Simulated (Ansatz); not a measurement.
Bi2Se3: course of a relaxation

Method: Ansatz 0.2.0, DFT PBEsol, scalar-relativistic, plane waves, PAW. Run with 420 eV cutoff, 10×10×4 k-mesh, Gaussian smearing of 0.02 eV, no spin polarisation.

What was changed in In2Se3: In → Bi on all its sites, cell and atoms relaxed.

Spin–orbit coupling is left out, which can shift energies with elements as heavy as these.

Command:

```bash
ansatz run input.yaml --threads 1 --pin off --max-ram 2560MiB --backend cpu --events-out ev --progress --plain --runs-dir out
```

Input:

```yaml
crystal:
  lattice:
    - [4.1236986574, 0.0009128067, -0.0029252042]
    - [2.0609745703, 3.5718153104, -0.0058421408]
    - [0.0097756584, 0.0167903836, 9.8584319153]
  atoms:
    - { symbol: Bi, position: [0.3333374337, 0.3335758455, 0.8054693769] }
    - { symbol: Bi, position: [0.6666625663, 0.6664241545, 0.1945306231] }
    - { symbol: Se, position: [0.0, 0.0, 0.0] }
    - { symbol: Se, position: [0.3333268882, 0.3328746567, 0.3534039504] }
    - { symbol: Se, position: [0.6666731118, 0.6671253433, 0.6465960496] }
basis:
  ecutwfc: 420
kpoints:
  mp_grid: { grid: [10, 10, 4] }
hamiltonian:
  xc: pbesol
scf:
  occupations: { method: gaussian, width: 0.02 }
output:
  forces: true
  stress: true
  eigenvalues: true
  write_density: true
  write_potential: true
  elf: true
  volumetric_format: npy
relax:
  adjacent_minimum: "off"
  f_tol: 0.01
  max_steps: 60
  cell: { stress_tol: 0.1 }
```

F is the free energy. Steps run on the plane waves of an earlier cell, but the last one, and at times one on the way, on a freshly chosen basis, so a repeated geometry can differ a little in energy.

Steps:

```
step F − F(1) (eV) largest force component (eV/Å) V (Å³/atom) P (GPa)
   1         0.0000                           0.024       29.038    -0.08
   2         0.0003                           0.042       29.145     0.16
   3        -0.0004                           0.003       29.098     0.02
   4        -0.0004                           0.003       29.098     0.02
```

Relaxed structure:

```
CELL_PARAMETERS angstrom
4.12117 0.00092 -0.00309
2.05972 3.56960 -0.00617
0.00940 0.01615 9.89102
ATOMIC_POSITIONS crystal
Bi 0.33334 0.33350 0.80630
Bi 0.66666 0.66650 0.19370
Se 0.00000 0.00000 0.00000
Se 0.33333 0.33300 0.35188
Se 0.66667 0.66700 0.64812
```

Symmetry: P-3m1, No. 164, trigonal system. The conventional cell has a = 4.121 Å, b = 4.121 Å, c = 9.891 Å, α = 90.00°, β = 90.00°, γ = 120.00°. Bi (site symmetry 3m) is surrounded by 6 Se at 2.85 to 3.05 Å. Se (site symmetry -3m) is surrounded by 6 Bi at 3.05 Å. Around Se (site symmetry 3m) lie 3 Bi at 2.85 Å.

The run converged. The run took 5.7 min on 1 thread of Arm Neoverse V2 (shared host), peak memory 1.1 GiB.